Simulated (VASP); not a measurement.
Pt: band structure with r2SCAN

The system is Pt.

```
Pt
1.0
     0.00000    1.95794    1.95794
     1.95794    0.00000    1.95794
     1.95794    1.95794    0.00000
Pt
1
Direct
  0.00000 0.00000 0.00000
```

```yaml
Program: VASP 6.6.1
Task: band structure
Functional: r2SCAN
Potentials_or_basis: VASP PAW PBE potentials, release 64 (Pt)
Cutoff: 520 eV
k_mesh: 16 × 16 × 16
Occupations: methfessel-paxton, width 0.1 eV
Spin: no spin polarisation
Further_INCAR_settings: ALGO = Normal; EDIFF = 1e-06; NBANDS = 11
```

| Property | Result |
| --- | --- |
| Pressure | 5.9 GPa |
| Band gap along the path | none (metal or under the smearing width) |

Levels at the corners of the path, in eV from the Fermi level:
| point | band 2 | band 3 | band 4 | band 5 | band 6 | band 7 | band 8 | band 9 |
| --- | --- | --- | --- | --- | --- | --- | --- | --- |
| Γ | -3.92 | -3.92 | -3.92 | -1.74 | -1.74 | 15.50 | 20.70 | 20.70 |
| X | -6.89 | -0.03 | 0.56 | 0.56 | 1.97 | 9.43 | 12.08 | 12.08 |
| X | -6.89 | -0.03 | 0.56 | 0.56 | 1.97 | 9.43 | 12.08 | 12.08 |
| W | -4.71 | -4.71 | -2.10 | 0.56 | 7.61 | 8.76 | 8.76 | 12.77 |
| W | -4.71 | -4.71 | -2.10 | 0.56 | 7.61 | 8.76 | 8.76 | 12.77 |
| K | -5.66 | -2.93 | -1.40 | -0.14 | 6.17 | 7.12 | 10.72 | 15.49 |
| K | -5.66 | -2.93 | -1.40 | -0.14 | 6.17 | 7.12 | 10.72 | 15.49 |
| Γ | -3.92 | -3.92 | -3.92 | -1.74 | -1.74 | 15.50 | 20.70 | 20.70 |
| Γ | -3.92 | -3.92 | -3.92 | -1.74 | -1.74 | 15.50 | 20.70 | 20.70 |
| L | -4.02 | -4.02 | -0.29 | 0.05 | 0.05 | 6.23 | 15.15 | 20.03 |
| L | -4.02 | -4.02 | -0.29 | 0.05 | 0.05 | 6.23 | 15.15 | 20.03 |
| U | -5.66 | -2.93 | -1.40 | -0.14 | 6.17 | 7.12 | 10.72 | 15.49 |
| U | -5.66 | -2.93 | -1.40 | -0.14 | 6.17 | 7.12 | 10.72 | 15.49 |
| W | -4.71 | -4.71 | -2.10 | 0.56 | 7.61 | 8.76 | 8.76 | 12.77 |
| W | -4.71 | -4.71 | -2.10 | 0.56 | 7.61 | 8.76 | 8.76 | 12.77 |
| L | -4.02 | -4.02 | -0.29 | 0.05 | 0.05 | 6.23 | 15.15 | 20.03 |
| L | -4.02 | -4.02 | -0.29 | 0.05 | 0.05 | 6.23 | 15.15 | 20.03 |
| K | -5.66 | -2.93 | -1.40 | -0.14 | 6.17 | 7.12 | 10.72 | 15.49 |
| U | -5.66 | -2.93 | -1.40 | -0.14 | 6.17 | 7.12 | 10.72 | 15.49 |
| X | -6.89 | -0.03 | 0.56 | 0.56 | 1.97 | 9.43 | 12.08 | 12.08 |

It took 49 s on 4 MPI ranks on Intel(R) Xeon(R) Platinum 8488C (Sapphire Rapids) (shared host), peak memory 0.15 GiB a rank.

Caveat: the PAW data sets were made with another functional, which shifts forces and pressure a little; spin-orbit coupling is left out, which moves the levels of the heavy elements.
